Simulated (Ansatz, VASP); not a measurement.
HgTe: VASP beside Ansatz

```
Hg Te
1.0
     0.00000    3.21736    3.21736
     3.21736    0.00000    3.21736
     3.21736    3.21736    0.00000
Hg Te
1 1
Direct
  0.00000 0.00000 0.00000
  0.75000 0.75000 0.75000
```

Alike in both runs: functional LDA; k mesh 12 × 12 × 12; occupations gaussian, width 0.1 eV; no spin polarisation.

Ansatz relaxed the structure, and its values are those at the end. VASP's run is a single point on that final structure, the one shown.

```csv
,VASP,Ansatz
version,VASP 6.6.1,Ansatz 0.2.0
potentials or method,"VASP PAW LDA potentials, release 64 (Hg, Te)","scalar-relativistic, plane waves, PAW"
plane-wave cutoff (eV),520,420
valence electrons in the cell,18,36
```

|  | VASP | Ansatz | Ansatz less VASP |
| --- | --- | --- | --- |
| gap on the k mesh at the Fermi level (eV) | none | none | - |
| pressure (GPa) | 0.3 | 0.0 | -0.27 |

A gap of «none» marks a metal or a gap that the smearing closes. The two sets of potentials don't hold the same shells in valence.

Spin-orbit coupling is left out, which matters for the levels of Hg, Te.
